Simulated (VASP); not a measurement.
# W (Im-3m) in VASP: a series of runs

The runs below take W through relaxation of cell and atoms, relaxation of the atoms, with r2SCAN, MS2, r2SCAN+D3(BJ).

Everything below comes from runs of VASP 6.6.1. Logs are shortened: lines on timing, memory, paths and dates and some standing lists are left out, and cuts for length are marked.

### Step 1. The structure

Symmetry: Im-3m, No. 229, cubic system. The conventional cell has a = 3.165 Å, b = 3.165 Å, c = 3.165 Å, α = 90.00°, β = 90.00°, γ = 90.00°. Around W (site symmetry m-3m) lie 8 W at 2.74 Å.

### Step 2. Relaxation of cell and atoms, r2SCAN

File INCAR:

```
SYSTEM = W
PREC = Accurate
ENCUT = 600
EDIFF = 1E-7
ISMEAR = 1
SIGMA = 0.1
LREAL = .False.
LASPH = .True.
NELM = 80
ALGO = Normal
ISIF = 3
LWAVE = .False.
LCHARG = .False.
METAGGA = R2SCAN
LMIXTAU = .True.
IBRION = 2
NSW = 40
EDIFFG = -0.005
```

File KPOINTS:

```
regular mesh
0
Gamma
  12 12 12
  0 0 0
```

File POSCAR:

```
W
1.0
   -1.5823450000      1.5823450000      1.5823450000
    1.5823450000     -1.5823450000      1.5823450000
    1.5823450000      1.5823450000     -1.5823450000
W
1
Direct
    0.0000000000      0.0000000000      0.0000000000
```

Potentials or basis: VASP PAW PBE potentials, release 64 (W_sv).

Command:

```console
$ cat potpaw_PBE.64/W_sv/POTCAR > POTCAR
$ mpirun -np 1 vasp_std > vasp.out
```

OUTCAR:

```text
SYSTEM = W
   PREC = Accurate
   ENCUT = 600
   EDIFF = 1E-7
   ISMEAR = 1
   LREAL = .False.
   LASPH = .True.
   NELM = 80
   ISIF = 3
   METAGGA = R2SCAN
   IBRION = 2
   NSW = 40
   EDIFFG = -0.005

 ion  position               nearest neighbor table
   1  0.000  0.000  0.000-

  LATTYP: Found a body centered cubic cell.
 ALAT       =     3.1646900000

  Lattice vectors:

 A1 = (  -1.5823450000,   1.5823450000,   1.5823450000)
 A2 = (   1.5823450000,  -1.5823450000,   1.5823450000)
 A3 = (   1.5823450000,   1.5823450000,  -1.5823450000)

Analysis of symmetry for initial positions (statically):
=====================================================================
 Subroutine PRICEL returns:
 Original cell was already a primitive cell.

 Routine SETGRP: Setting up the symmetry group for a
 body centered cubic supercell.

 Subroutine GETGRP returns: Found 48 space group operations
 (whereof 48 operations were pure point group operations)
 out of a pool of 48 trial point group operations.

The static configuration has the point symmetry O_h .

Analysis of symmetry for dynamics (positions and initial velocities):
=====================================================================
 Subroutine PRICEL returns:
 Original cell was already a primitive cell.

 Routine SETGRP: Setting up the symmetry group for a
 body centered cubic supercell.

 Subroutine GETGRP returns: Found 48 space group operations
 (whereof 48 operations were pure point group operations)
 out of a pool of 48 trial point group operations.

The dynamic configuration has the point symmetry O_h .

 Subroutine INISYM returns: Found 48 space group operations
 (whereof 48 operations are pure point group operations),
 and found     1 'primitive' translations

----------------------------------------------------------------------------------------

                                     Primitive cell

  volume of cell :      15.8476

  direct lattice vectors                    reciprocal lattice vectors
    -1.582345000  1.582345000  1.582345000     0.000000000  0.315986716  0.315986716
     1.582345000 -1.582345000  1.582345000     0.315986716  0.000000000  0.315986716
     1.582345000  1.582345000 -1.582345000     0.315986716  0.315986716  0.000000000

  length of vectors
     2.740701935  2.740701935  2.740701935     0.446872699  0.446872699  0.446872699
[... 99 lines left out ...]
     AMIX_MAG =   1.60;   BMIX_MAG =  1.00
  volume/ion in A,a.u.               =      15.85       106.94
  Fermi-wavevector in a.u.,A,eV,Ry     =   1.570832  2.968442 33.572544  2.467512
  Thomas-Fermi vector in A             =   2.672506
   LORBIT       =      0    0 simple, 1 ext, 2 COOP (PROOUT), +10 PAW based schemes
   METAGGA = R2SCAN    functional components
   LHFCALC =     F    Hartree Fock is set to
   AEXX    =    0.0000 exact exchange contribution
   IVDW    =     0    specifies the selected vdW correction
   LEPSILON=     F    determine dielectric tensor
   LRPA    =     F    only Hartree local field effects (RPA)
 conjugate gradient relaxation of ions
 non-spin polarized calculation
 Methfessel and Paxton  Order N= 1 SIGMA  =   0.10
  energy-cutoff  :      600.00
  volume of cell :       15.85
 maximum number of plane-waves:       543
 NGX is ok and might be reduce to    24
   NGX = 11   NGY = 11   NGZ = 11

--------------------------------------- Ionic step        1  -------------------------------------------

 number of electron      14.0000002 magnetization

 Free energy of the ion-electron system (eV)
  ---------------------------------------------------
  ext. energy  EPLUGINS =         0.00000000
  ---------------------------------------------------
  free energy    TOTEN  =       -51.35462384 eV

  energy without entropy =      -51.35476801  energy(sigma->0) =      -51.35467189

------------------------ aborting loop because EDIFF is reached ----------------------------------------

  FORCE on cell =-STRESS in cart. coord.  units (eV):
  Direction    XX          YY          ZZ          XY          YZ          ZX
  --------------------------------------------------------------------------------------
  -------------------------------------------------------------------------------------
  Total        0.2945096      0.2945096      0.2945096      0.0000000     -0.0000000      0.0000000
  in kB       29.7746407     29.7746407     29.7746407      0.0000000     -0.0000000      0.0000000
  external PRESSURE =      29.7746407 kB  Pullay stress =       0.0000000 kB
[... 57 lines left out ...]
--------------------------------------- Ionic step        3  -------------------------------------------

 number of electron      14.0000002 magnetization

 Free energy of the ion-electron system (eV)
  ---------------------------------------------------
  ext. energy  EPLUGINS =         0.00000000
  ---------------------------------------------------
  free energy    TOTEN  =       -51.35592922 eV

  energy without entropy =      -51.35604308  energy(sigma->0) =      -51.35596717

 E-fermi :  11.0202     XC(G=0): -14.9058

 val. band max:       10.9286305222   @ k =   0.0833   0.0833   0.0000
 cond. band min:      11.0390575620   @ k =  -0.2500   0.3333   0.1667
 fundamental gap:      0.1104270398
 Fermi energy:        11.0202426436

 k-point     1 :       0.0000    0.0000    0.0000
  band No.  band energies     occupation
      1     -64.9809      2.00000
      2     -27.8521      2.00000
      3     -27.8521      2.00000
      4     -27.8521      2.00000
      5       1.0834      2.00000
      6       9.8889      2.00000
      7       9.8889      2.00000
      8       9.8889      2.00000
      9      13.6994      0.00000
     10      13.6994      0.00000
     11      26.4025      0.00000
[... 309 lines left out ...]
 k-point    24 :       0.4167    0.0833    0.0833
  band No.  band energies     occupation
      1     -64.8329      2.00000
      2     -29.0968      2.00000
      3     -28.3445      2.00000
      4     -27.9486      2.00000
      5       5.3346      2.00000
      6       7.3962      2.00000
      7      10.6999      2.00006
      8      13.7901      0.00000
      9      14.6134      0.00000
     10      18.7182      0.00000
     11      21.5531      0.00000

 [... further k-points ...]

------------------------ aborting loop because EDIFF is reached ----------------------------------------

  FORCE on cell =-STRESS in cart. coord.  units (eV):
  Direction    XX          YY          ZZ          XY          YZ          ZX
  --------------------------------------------------------------------------------------
  -------------------------------------------------------------------------------------
  Total       -0.0028992     -0.0028992     -0.0028992      0.0000000     -0.0000000      0.0000000
  in kB       -0.2904699     -0.2904699     -0.2904699      0.0000000     -0.0000000      0.0000000
  external PRESSURE =      -0.2904699 kB  Pullay stress =       0.0000000 kB
[... 16 lines left out ...]
  FREE ENERGIE OF THE ION-ELECTRON SYSTEM (eV)
  ---------------------------------------------------
  free  energy   TOTEN  =       -51.3559292158 eV

  energy  without entropy=      -51.3560430833  energy(sigma->0) =      -51.35596717

 reached required accuracy - stopping structural energy minimisation
```

OSZICAR:

```text
N       E                     dE             d eps       ncg     rms          rms(c)
DAV:   1     0.449701256098E+02    0.44970E+02   -0.88304E+03  1592   0.164E+03
DAV:   2    -0.538668127865E+02   -0.98837E+02   -0.95284E+02  1713   0.369E+02
DAV:   3    -0.556216337183E+02   -0.17548E+01   -0.17287E+01  1770   0.478E+01
DAV:   4    -0.556308270025E+02   -0.91933E-02   -0.91927E-02  1722   0.387E+00
[... 41 lines left out ...]
DAV:   8    -0.513559290119E+02   -0.21557E-05   -0.39124E-06  1617   0.321E-02    0.313E-03
DAV:   9    -0.513559285470E+02    0.46497E-06   -0.42917E-07  1617   0.929E-03    0.245E-04
DAV:  10    -0.513559293334E+02   -0.78641E-06   -0.12972E-08   795   0.180E-03    0.134E-04
DAV:  11    -0.513559291398E+02    0.19352E-06   -0.34053E-09   792   0.947E-04    0.418E-05
DAV:  12    -0.513559292158E+02   -0.75964E-07   -0.49056E-10   792   0.350E-04
   3 F= -.51355929E+02 E0= -.51355967E+02  d E =-.130538E-02
```

Wall time 2.1 min (1 thread of AMD EPYC 9R45 (Zen 5), shared host); peak memory 0.13 GiB.

Results:

- Free energy: -51.3559 eV
- Relaxed volume: 15.99 Å³/atom
- Relaxed cell: a = 2.749 Å, b = 2.749 Å, c = 2.749 Å, α = 109.47°, β = 109.47°, γ = 109.47°
- Space group after relaxing (to 0.05 Å): Im-3m (No. 229)
- Energy gained by relaxing: 1.3 meV/atom
- Ionic steps: 3
- Pressure after relaxing: 0.0 GPa
- Band gap on the k mesh: none (metal or under the smearing width)

The path:
```
step  energy change (eV)  largest force (eV/Å)  pressure (GPa)  volume (Å³)
   1              0.0000                0.0000            2.98        15.85
   2              0.0164                0.0000          -10.15        16.53
   3             -0.0013                0.0000           -0.03        15.99
```

Final structure:
```cif
data_structure
_symmetry_space_group_name_H-M 'P 1'
_symmetry_Int_Tables_number 1
_cell_length_a 2.7490
_cell_length_b 2.7490
_cell_length_c 2.7490
_cell_angle_alpha 109.471
_cell_angle_beta 109.471
_cell_angle_gamma 109.471
_cell_volume 15.99
loop_
_atom_site_label
_atom_site_type_symbol
_atom_site_fract_x
_atom_site_fract_y
_atom_site_fract_z
_atom_site_occupancy
W1 W 0.00000 0.00000 0.00000 1
```

Caveat: the PAW data sets were made with another functional, which shifts forces and pressure a little. Spin-orbit coupling is left out, which matters for the levels of W.

### Step 3. Relaxation of cell and atoms, MS2

File INCAR:

```
SYSTEM = W
  PREC = Accurate
  ENCUT = 600
  EDIFF = 1E-6
  ISMEAR = 1
  SIGMA = 0.1
  LREAL = .FALSE.
  LASPH = .TRUE.
  NELM = 80
  ALGO = Normal
  ISIF = 3
  LWAVE = .FALSE.
  LCHARG = .FALSE.
  METAGGA = MS2
  LMIXTAU = .TRUE.
  IBRION = 2
  NSW = 60
  EDIFFG = -0.01
```

File KPOINTS:

```
Automatic mesh
0
G
  12 12 12
  0 0 0
```

POSCAR is that of step 2.

Potentials or basis: VASP PAW PBE potentials, release 64 (W_sv).

Command:

```console
$ cat potpaw_PBE.64/W_sv/POTCAR > POTCAR
$ mpirun -np 1 vasp_std > vasp.out
```

It took 1.7 min on 1 thread of AMD EPYC 9R45 (Zen 5), shared host; peak memory 0.13 GiB.

The run converged. Its results:

```yaml
Free_energy: 3.8939 eV
Relaxed_volume: 15.75 Å³/atom
Relaxed_cell: a = 2.735 Å, b = 2.735 Å, c = 2.735 Å, α = 109.47°, β = 109.47°, γ = 109.47°
Space_group_after_relaxing_to_0.05_Å: Im-3m (No. 229)
Energy_gained_by_relaxing: 0.6 meV/atom
Ionic_steps: 3
Pressure_after_relaxing: 0.0 GPa
Band_gap_on_the_k_mesh: none (metal or under the smearing width)
```

Step by step:
```
step  energy change (eV)  largest force (eV/Å)  pressure (GPa)  volume (Å³)
   1              0.0000                0.0000           -1.98        15.85
   2              0.0073                0.0000            7.48        15.40
   3             -0.0006                0.0000           -0.02        15.75
```

Final structure:
```
W
1.0
    -1.57911    1.57911    1.57911
     1.57911   -1.57911    1.57911
     1.57911    1.57911   -1.57911
W
1
Direct
  0.00000 0.00000 0.00000
```

Levels at points of the mesh, in eV from the Fermi level:
| k point | band 5 | band 6 | band 7 | band 8 | band 9 | band 10 |
| --- | --- | --- | --- | --- | --- | --- |
| (0.00, 0.00, 0.00) | -9.68 | -1.16 | -1.16 | -1.16 | 2.41 | 2.41 |
| (0.50, 0.00, 0.00) | -6.30 | -3.55 | 0.78 | 2.29 | 3.31 | 6.40 |
| (0.50, 0.50, 0.50) | -5.86 | -5.86 | 5.40 | 5.40 | 5.40 | 8.50 |

Caveat: the PAW data sets were made with another functional, which shifts forces and pressure a little.

[end of part 1 of 2]
